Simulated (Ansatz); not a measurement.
WC:

```
W C
1.0
     0.00000    2.19268    2.19268
     2.19268    0.00000    2.19268
     2.19268    2.19268    0.00000
W C
1 1
Direct
  0.00000 0.00000 0.00000
  0.50000 0.50000 0.50000
```

Measurements of this composition are mostly on another form, of space group No. 187.

Base run:

| Item | Value |
| --- | --- |
| Program | Ansatz 0.2.0 |
| Functional | LDA |
| Potentials or basis | all-electron LAPW, scalar-relativistic |
| Cutoff | 337 eV (chosen from the basis error) |
| Basis error allowed | 0.001 eV/atom |
| k mesh | 10 × 10 × 10 |
| Occupations | fermi-dirac, width 0.05 eV |
| Spin | no spin polarisation |

Its results: pressure -16.1 GPa.

Problem. The run is repeated on the same cell with these changes: functional from LDA to PBEsol. What comes out?

Solution. Pressure -10.2 GPa.

PBEsol binds less tightly than LDA, so the same cell stands under more pressure.
